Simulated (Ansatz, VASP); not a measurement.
Mg: VASP beside Ansatz

```
CELL_PARAMETERS angstrom
3.13205 0.00000 0.00000
-1.56602 2.71243 0.00000
0.00000 0.00000 5.08655
ATOMIC_POSITIONS crystal
Mg 0.33333 0.66667 0.25000
Mg 0.66667 0.33333 0.75000
```

Alike in both runs: functional LDA; k mesh 21 × 21 × 12; occupations methfessel-paxton of order 1, width 0.1 eV; no spin polarisation.

Ansatz relaxed the structure, and its values are those at the end. VASP's run is a single point on that final structure, the one shown.

```csv
,VASP,Ansatz
version,VASP 6.6.1,Ansatz 0.2.0
potentials or method,"VASP PAW LDA potentials, release 64 (Mg)","scalar-relativistic, plane waves, PAW"
plane-wave cutoff (eV),520,420
valence electrons in the cell,4,20
```

```csv
,VASP,Ansatz,Ansatz less VASP
gap on the k mesh at the Fermi level (eV),none,none,-
pressure (GPa),-0.3,0.0,+0.33
```

A gap of «none» marks a metal or a gap that the smearing closes. The two sets of potentials don't hold the same shells in valence.
